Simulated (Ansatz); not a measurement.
`[CH3][Ge]([CH3])([F])[F]` + acetic acid → `COC(C)=O` + `[CH3][GeH]([F])[F]`  (substitution at a C–Ge bond)

Computed with Ansatz on PBE0-D4/def2-TZVP structures; ΔE is electronic, products minus reactants. CBS: MP2 limit from def2 TZ/QZ plus the TZ coupled-cluster correction, frozen cores. DFT in def2-TZVPP. B3LYP here is the variant with VWN-RPA as its local correlation; programs differ in this. HSE06 is defined as in plane-wave codes. For Ge outer-core shells are correlated without core-valence functions, which leaves a few kJ/mol of doubt a bond. Scalar relativity is left out up to krypton. One conformer a species, not always the lowest.

```
             level  ΔE (kcal/mol)  difference from CCSD(T)/CBS
       LDA (SPW92)           20.6                         -1.7
            PBE-D4           21.4                         -0.9
         revPBE-D4           21.0                         -1.3
           BLYP-D4           20.0                         -2.3
         r2SCAN-D4           21.6                         -0.7
            B97M-V           20.4                         -1.9
           PBE0-D4           21.9                         -0.4
          B3LYP-D4           20.5                         -1.8
        r2SCAN0-D4           22.1                         -0.2
          HSE06-D4           21.9                         -0.4
          BHLYP-D4           20.6                         -1.7
      CAM-B3LYP-D4           20.2                         -2.1
           ωB97X-V           20.6                         -1.7
           ωB97M-V           21.7                         -0.6
          PBE-QIDH           22.4                          0.1
               PBE           21.2                         -1.1
            revPBE           21.4                         -0.9
              BLYP           19.8                         -2.5
            r2SCAN           21.6                         -0.7
              PBE0           21.7                         -0.6
             B3LYP           20.2                         -2.1
           r2SCANh           21.8                         -0.5
           r2SCAN0           22.0                         -0.3
             HSE06           21.7                         -0.6
             BHLYP           20.2                         -2.1
         CAM-B3LYP           20.0                         -2.3
           LC-ωPBE           21.8                         -0.5
RPA@PBE/def2-TZVPP           20.1                         -2.2
       HF/def2-SVP           17.4                         -4.9
      MP2/def2-SVP           20.2                         -2.1
     CCSD/def2-SVP           18.5                         -3.8
  CCSD(T)/def2-SVP           18.3                         -4.0
     HF/def2-TZVPP           19.0                         -3.3
    MP2/def2-TZVPP           23.3                          1.0
   CCSD/def2-TZVPP           21.8                         -0.5
CCSD(T)/def2-TZVPP           21.9                         -0.4
     HF/def2-QZVPP           18.7                         -3.6
SCS-MP2/def2-QZVPP           21.7                         -0.6
      HF/CBS(def2)           18.6                         -3.7
     MP2/CBS(def2)           23.7                          1.4
       CCSD(T)/CBS           22.3                            0
```

Largest T1 diagnostic among the species: 0.015.

At CCSD(T), def2-SVP lies −4.0 kcal/mol from the extrapolated value and def2-TZVPP −0.4 kcal/mol. Leaving LDA and LC-ωPBE aside and taking each functional with its dispersion term where it has one, the values spread over 2.3 kcal/mol, from BLYP-D4 to PBE-QIDH.

CCSD(T)/CBS has its own doubt, a few kJ/mol and more with outer-core shells, so smaller differences from it don't rank the levels.
